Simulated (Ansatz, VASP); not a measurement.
## AlCo: VASP beside Ansatz

```xyz
2
Lattice="2.8044 0.0000 0.0000 0.0000 2.8044 0.0000 0.0000 0.0000 2.8044" Properties=species:S:1:pos:R:3 pbc="T T T"
Al    0.0000    0.0000    0.0000
Co    1.4022    1.4022    1.4022
```

Alike in both runs: functional PBE; k mesh 14 × 14 × 14; occupations gaussian, width 0.1 eV; no spin polarisation.

Ansatz relaxed the structure, and its values are those at the end. VASP's run is a single point on that final structure, the one shown.

|  | VASP | Ansatz |
| --- | --- | --- |
| version | VASP 6.6.1 | Ansatz 0.2.0 |
| potentials or method | VASP PAW PBE potentials, release 64 (Al, Co) | scalar-relativistic, plane waves, PAW |
| plane-wave cutoff (eV) | 520 | 420 |
| valence electrons in the cell | 12 | 20 |

Ansatz gave:

- gap on the k mesh at the Fermi level (eV): none
- pressure (GPa): 10.1

Estimate VASP's values.

gap on the k mesh at the Fermi level (eV): none; pressure (GPa): 10.0.

A gap of «none» marks a metal or a gap that the smearing closes. The two sets of potentials don't hold the same shells in valence.

Spin polarisation is off, so any magnetic state and its effect on volume and gap are missing.
